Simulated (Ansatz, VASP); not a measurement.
# One calculation of TlCl, two programs

INCAR

```
SYSTEM = TlCl
ALGO     = Normal         ! electronic algorithm
EDIFF    = 1E-7           ! SCF threshold, eV
ENCUT    = 520            ! plane-wave cutoff, eV
GGA      = PE             ! functional
ISIF     = 2              ! what is computed and relaxed
ISMEAR   = -1             ! smearing method
LASPH    = .True.         ! aspherical terms in the spheres
LCHARG   = .False.        ! write CHGCAR
LREAL    = .False.        ! projectors in reciprocal space
LWAVE    = .False.        ! write WAVECAR
NBANDS   = 17             ! bands
NELM     = 60             ! most SCF steps
PREC     = Accurate       ! precision mode
SIGMA    = 0.05           ! smearing width, eV
```

Contents of KPOINTS:

```
k-points
0
Gamma
  7 7 7
  0 0 0
```

POSCAR

```
TlCl
1.0
    3.8082676810      0.0000000000      0.0000000000
    0.0000000000      3.8082676810      0.0000000000
    0.0000000000      0.0000000000      3.8082676810
Tl Cl
1 1
Direct
    0.0000000000      0.0000000000      0.0000000000
    0.5000000000      0.5000000000      0.5000000000
```

Contents of input.yaml:

```yaml
crystal:
  lattice:
    - [3.808267681, 0.0, 0.0]
    - [0.0, 3.808267681, 0.0]
    - [0.0, 0.0, 3.808267681]
  atoms:
    - { symbol: Tl, position: [0.0, 0.0, 0.0] }
    - { symbol: Cl, position: [0.5, 0.5, 0.5] }
hamiltonian:
  xc: pbe
  pseudopotentials: { kind: paw }
kpoints:
  mp_grid: { grid: [7, 7, 7] }
scf:
  occupations: { method: fermi_dirac, width: 0.05 }
output:
  forces: true
  stress: true
  eigenvalues: true
```

Change from the starting cell: volume scaled by 0.98.

Alike in both runs: task single point; functional PBE; k mesh 7 × 7 × 7; occupations fermi-dirac, width 0.05 eV; no spin polarisation.

|  | VASP | Ansatz |
| --- | --- | --- |
| version | VASP 6.6.1 | Ansatz 0.2.0 |
| potentials or method | VASP PAW PBE potentials, release 64 (Tl_d, Cl) | Ansatz PAW |
| plane-wave cutoff (eV) | 520 | 420 |
| valence electrons in the cell | 20 | 20 |

```tsv
	VASP	Ansatz	Ansatz less VASP
gap on the k mesh at the Fermi level (eV)	2.52	2.51	-0.006
least direct gap on the mesh (eV)	2.52	2.51	-0.006
pressure (GPa)	1.8	1.9	+0.08
```

Caveats: spin-orbit coupling is left out, which as a rule narrows the gap of such compounds by several tenths of an eV; an odd mesh through Γ misses points on the zone boundary, where band edges often lie (VASP); odd divisions of the mesh miss points on the zone boundary, where band edges often lie, so the gap on the mesh can be too wide (Ansatz).
